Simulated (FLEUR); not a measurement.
# 1 ML Ni on Cu(001), 4 substrate layers: moments or none, part 2 of 2

Wanted: the moments of 1 ML Ni on Cu(001), 4 substrate layers and the energy gained by spin polarisation.

FLEUR MaX-R8.1; PBE; all-electron FLAPW film, Dirac cores, scalar-relativistic bands.

So far. Step 2 (Run 1 (ferro +)): After 56 cycles the largest moment stands at 0.644 μB. Step 3 (Order 2, typed as no spin polarisation): It lies 26.9 meV a seeded atom over the first start.

### Step 4. A faulty input

An input with a fault is tried, to see how the program answers.

Input file inp.xml:

```
<?xml version="1.0" encoding="UTF-8" standalone="no"?>
<fleurInput fleurInputVersion="0.39">
   <comment>
      Cu4Ni
   </comment>
   <calculationSetup>
      <cutoffs Kmax="3.63" Gmax="10.9" GmaxXC="10.9" numbands="0"/>
      <scfLoop itmax="60" minDistance="0.00002" maxIterBroyd="15" imix="straight" alpha="0.9" precondParam="0.0" spinf="2.0" sdNocoIR="T"/>
      <coreElectrons ctail="T" frcor="F" kcrel="0" coretail_lmax="0"/>
      <xcFunctional name="pbe" relativisticCorrections="F"/>
      <magnetism jspins="2"/>
      <soc l_soc="F" theta="0.0" phi="0.0" spav="F"/>
      <expertModes spex="0" secvar="F"/>
      <geometryOptimization l_f="F" forcealpha="1.0" forcemix="BFGS" epsdisp="0.00001" epsforce="0.00001"/>
      <ldaU l_linMix="F" mixParam="0.05" spinf="1.0"/>
   </calculationSetup>
   <cell>
      <bzIntegration valenceElectrons="62.0" mode="hist" fermiSmearingEnergy="0.00110248">
         <kPointListSelection listName="default-1"/>
         <xi:include xmlns:xi="http://www.w3.org/2001/XInclude" href="kpts.xml"> </xi:include>
      </bzIntegration>
      <xi:include xmlns:xi="http://www.w3.org/2001/XInclude" href="sym.xml"> </xi:include>
      <filmLattice scale="1.0" dVac="18.88" dTilda="21.38">
         <bravaisMatrixFilm>
            <row-1>    4.8305009121673983     0.0000000000000000</row-1>
            <row-2>    0.0000000000000000     4.8305009121673983</row-2>
         </bravaisMatrixFilm>
         <vacuumEnergyParameters vacuum="1" spinUp="-.25" spinDown="-.25"/>
         <vacuumEnergyParameters vacuum="2" spinUp="-.25" spinDown="-.25"/>
      </filmLattice>
   </cell>
   <atomSpecies>
      <species name="Copper (Cu)" element="Cu" atomicNumber="29">
         <mtSphere radius="2.26" gridPoints="747" logIncrement="0.016"/>
         <atomicCutoffs lmax="8" lnonsphr="6"/>
         <electronConfig flipSpins="F">
            <coreConfig>(1s1/2) (2s1/2) (2p1/2) (2p3/2) (3s1/2) (3p1/2) (3p3/2)</coreConfig>
            <valenceConfig>(4s1/2) (3d3/2) (3d5/2)</valenceConfig>
            <stateOccupation state="(4s1/2)" spinUp="0.500000" spinDown="0.500000"/>
         </electronConfig>
         <energyParameters s="4" p="4" d="3" f="4"/>
      </species>
      <species name="Nickel (Ni1.001" element="Ni" atomicNumber="28">
         <mtSphere radius="2.26" gridPoints="747" logIncrement="0.016"/>
         <atomicCutoffs lmax="8" lnonsphr="6"/>
         <electronConfig flipSpins="F">
            <coreConfig>(1s1/2) (2s1/2) (2p1/2) (2p3/2)</coreConfig>
            <valenceConfig>(3s1/2) (3p1/2) (3p3/2) (4s1/2) (3d3/2) (3d5/2)</valenceConfig>
            <stateOccupation state="(3d3/2)" spinUp="1.6" spinDown="1.6"/>
            <stateOccupation state="(3d5/2)" spinUp="2.9005" spinDown="1.8995"/>
         </electronConfig>
         <energyParameters s="4" p="4" d="3" f="4"/>
         <lo type="SCLO" l="0" n="3" eDeriv="0"/>
         <lo type="SCLO" l="1" n="3" eDeriv="0"/>
      </species>
   </atomSpecies>
   <atomGroups>
      <atomGroup species="Copper (Cu)">
         <filmPos label="                   1">.0000000000 .0000000000 -6.7800807895</filmPos>
         <force calculate="T" relaxXYZ="TTT"/>
      </atomGroup>
      <atomGroup species="Copper (Cu)">
         <filmPos label="                   2">1.000/2.000 1.000/2.000 -3.3643699420</filmPos>
         <force calculate="T" relaxXYZ="TTT"/>
      </atomGroup>
      <atomGroup species="Copper (Cu)">
         <filmPos label="                   3">.0000000000 .0000000000 .0513008893</filmPos>
         <force calculate="T" relaxXYZ="TTT"/>
      </atomGroup>
      <atomGroup species="Copper (Cu)">
         <filmPos label="                   4">1.000/2.000 1.000/2.000 3.4669717205</filmPos>
         <force calculate="T" relaxXYZ="TTT"/>
      </atomGroup>
      <atomGroup species="Nickel (Ni1.001">
         <filmPos label="                   5">.0000000000 .0000000000 6.7800807895</filmPos>
         <force calculate="T" relaxXYZ="TTT"/>
      </atomGroup>
   </atomGroups>
   <output dos="F" band="F" slice="F">
      <bandDOS minEnergy="-.5*Htr" maxEnergy="0.5*Htr" sigma="0.015" storeEVData="T"/>
      <plotting iplot="0" polar="F">
         <plot TwoD="T" vec1="  1.0  0.0  0.0" vec2="  0.0  1.0  0.0" vec3="  0.0  0.0  1.0" zero="  0.0  0.0 -0.5" file="plot"/>
      </plotting>
      <moessbauerParams electricFieldGradient="F" isomerShift="F" coreHyperfine="F" valenceHyperfine="F"/>
   </output>
</fleurInput>
```

Input file crystal.txt:

```
Cu4Ni
&input film=T cartesian=F /
2.55619100000  0.00000000000  0.00000000000
0.00000000000  2.55619100000  0.00000000000
0.00000000000  0.00000000000  1.00000000000
1.8897261246
1.0 1.0 1.0

5
29 0.00000000000  0.00000000000  -6.78008078946
29 0.50000000000  0.50000000000  -3.36436994195
29 0.00000000000  0.00000000000  0.05130088927
29 0.50000000000  0.50000000000  3.46697172049
28 0.00000000000  0.00000000000  6.78008078946 : 1.001

&kpt div1=10 div2=10 div3=1 gamma=T /
```

On the command line:

```console
$ OMP_NUM_THREADS=1 inpgen -f crystal.txt > inpgen.log  # inp.xml is then edited as shown
$ OMP_NUM_THREADS=1 mpirun -n 2 fleur_MPI > fleur.log
```

The log of the run:

```text
[banner, memory and clock lines left out]
Welcome to FLEUR        (www.flapw.de)
      MaX-Release 8.1          (www.max-centre.eu)

 ========== k-point set info ==========
 Selected k-point list: default-1
 k-point list type: mesh
 0 x 0 x 0
 Number of k points: 22

 [... set-up left out ...]
 Iteration:     1   Distance:      62.85026733 me/bohr^3
 Iteration:     2   Distance:     531.76680693 me/bohr^3
**************FLEUR-Error*****************
Error message: differ 2: problems with solving dirac equation
Error occurred in subroutine: differ
Hint: The n=4 l=0 state of an atom with Z=29 seems to be above the reasonable energy range.
Error from PE:0/2
Other PEs with error messages:
     1-differ 2: problems with solving dirac equation
*****************************************

Memory (rank 0): 0.066 GB (peak 0.082 GB)

--- out.xml (last complete iteration) ---
<iteration numberForCurrentRun="    2" overallNumber="    2">
         [... left out ...]
         <bandgap value="0.0263057536" units="eV"/>
         <sumValenceSingleParticleEnergies value="-1263.8319926049" units="Htr"/>
         <FermiEnergy value="-18.7069777261" units="Htr"/>
         [... left out ...]
         <magneticMomentsInMTSpheres units="muBohr">
            <globalMagMoment atomType="1" vec="0.00000   0.00000  -0.00006"/>
            <globalMagMoment atomType="2" vec="0.00000   0.00000   0.00001"/>
            <globalMagMoment atomType="3" vec="0.00000   0.00000   0.00000"/>
            <globalMagMoment atomType="4" vec="0.00000   0.00000   0.00000"/>
            <globalMagMoment atomType="5" vec="0.00000   0.00000   0.00000"/>
         </magneticMomentsInMTSpheres>
         [... left out ...]
         <totalEnergy value="    -8808.0557728052" units="Htr">
            <sumOfEigenvalues value="    -6956.3627998628">
               <coreElectrons value="-5692.5308072579"/>
               <valenceElectrons value="-1263.8319926049"/>
            </sumOfEigenvalues>
         [... left out ...]
            <freeEnergy value="-8808.0560558168"/>
            <extrapolationTo0K value="-8808.0559143110"/>
         </totalEnergy>
         <densityConvergence units="me/bohr^3">
            <chargeDensity spin="1" distance="269.3278651220"/>
            <chargeDensity spin="2" distance="262.5073303324"/>
            <overallChargeDensity distance="531.7668069294"/>
            <spinDensity distance="10.9205250324"/>
         </densityConvergence>
      </iteration>
```

It took 13 s on 2 MPI ranks of Arm Neoverse V1, shared host; peak memory 0.17 GiB.

The run ended with an error.

The program's message: “differ 2: problems with solving dirac equation”

The fault in the input: linear mixing far too strong.

Taking so much of each new density makes the cycles overshoot; a small alpha with Anderson mixing is the cure.

### Step 5. Energies of the orders

Free energies are divided by the number of seeded atoms.

Orders:

```csv
start,final state,typed order kept,energy over the lowest (meV a seeded atom),largest sphere moment (μB),net moment (μB a primitive cell),mesh matched,CPU time (s)
ferro +,ferromagnetic,yes,0,0.6442,0.6803,yes,492.7
no spin polarisation,non-magnetic,-,26.94,0,0,yes,238.2
```

### Step 6. Results

| Property | Result |
| --- | --- |
| lower run | with moments |
| largest site spin moment | 0.644 μB |
| energy gained by spin polarisation | 26.9 meV a seeded atom |

What this shows: The crystal holds moments, up to 0.644 μB, and the spinless run lies 26.9 meV a seeded atom higher. Spin polarisation gains little, as in a weak itinerant magnet. No antiferromagnetic order was tried, so the session says nothing on how the moments order. Core electrons leak out of the spheres (0.022 e), which costs some accuracy. A substrate of 4 unrelaxed layers is a model; thickness and relaxation can move these numbers.

[Logs and program files are shortened in this print: banners, set-up blocks, solver, clock and traceback lines can be left out without a mark of their own.]

[Logs are printed without paths, hosts, clocks, repeated set-up lines and the standing remarks that a program may print on its own settings, such as how far it seeks lower states.]

[Hosts, paths, dates, database ids (printed as entryN), source tags and the programs' standing remarks are cut or masked in the printed files.]

[Where a cell is said to come from a database of computed structures, the database is the Materials Project.]
